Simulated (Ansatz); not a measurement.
Crystal: Te.

```xyz
3
Lattice="4.4540 0.0000 0.0000 -2.2270 3.8573 0.0000 0.0000 0.0000 5.9240" Properties=species:S:1:pos:R:3 pbc="T T T"
Te    1.6279    2.8197    0.0000
Te   -0.5991    1.0376    3.9493
Te    1.1981    0.0000    1.9747
```

| Property | Result |
| --- | --- |
| Program | Ansatz 0.2.0 |
| Task | relaxation of cell and atoms |
| Functional | r2SCAN |
| Potentials or basis | Ansatz PAW |
| Cutoff | 500 eV (not typed: the program's choice for these potentials) |
| k mesh | 7 × 7 × 5 |
| Occupations | fermi-dirac, width 0.05 eV |
| Spin | no spin polarisation |

At the start: volume 33.93 Å³/atom.

Where does the relaxation end?

It ends after 6 steps and the volume is 36.39 Å³/atom (+7.3 %); space group P3_121 (No. 152, to 0.05 Å).

The path:
```
step  energy change (eV)  largest force (eV/Å)  volume (Å³)
   1              0.0000                0.0890       101.78
   2             -0.0165                0.1230       105.96
   3             -0.0234                0.0021       107.34
   4             -0.0262                0.0206       108.61
   5             -0.0267                0.0010       109.16
   6             -0.0277                0.0012       109.16
```

Final structure:
```xyz
3
Lattice="4.6196 0.0000 0.0000 -2.3098 4.0007 0.0000 0.0000 0.0000 5.9061" Properties=species:S:1:pos:R:3 pbc="T T T"
Te    1.7241    2.9862    0.0000
Te   -0.5857    1.0145    3.9374
Te    1.1715    0.0000    1.9687
```

Caveat: the plane-wave basis is chosen anew once the cell has moved, so the energies of steps on either side of that aren't comparable; the PAW data sets come from PBE, with cores solved anew for the run's functional, which leaves a small shift of forces and pressure.
